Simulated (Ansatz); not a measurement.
CsI:
```yaml
crystal:
  lattice:
    - [4.66643, 0.00000, 0.00000]
    - [0.00000, 4.66643, 0.00000]
    - [0.00000, 0.00000, 4.66643]
  atoms:
    - { symbol: Cs, position: [0.00000, 0.00000, 0.00000] }
    - { symbol: I, position: [0.50000, 0.50000, 0.50000] }
```

Relaxed with PBE.

Q: Decompose the optical modes at the zone centre into irreducible representations, and say which are infrared and Raman allowed.

A: Point group m-3m: Γ_opt = T1u. Infrared: T1u. Raman: none.

Q: Assign frequencies (DFPT, plane-wave PAW PBE (Ansatz code); without the LO–TO term).

A: T1u 47 cm⁻¹.

Space group Pm-3m (CsCl type). Symmetry was held in the PBE relaxation; phonons on a q-mesh show no instability. Scalar-relativistic: spin–orbit coupling is off unless named, which matters more the heavier the elements.

Potentials: the later of the program's two PAW sets.
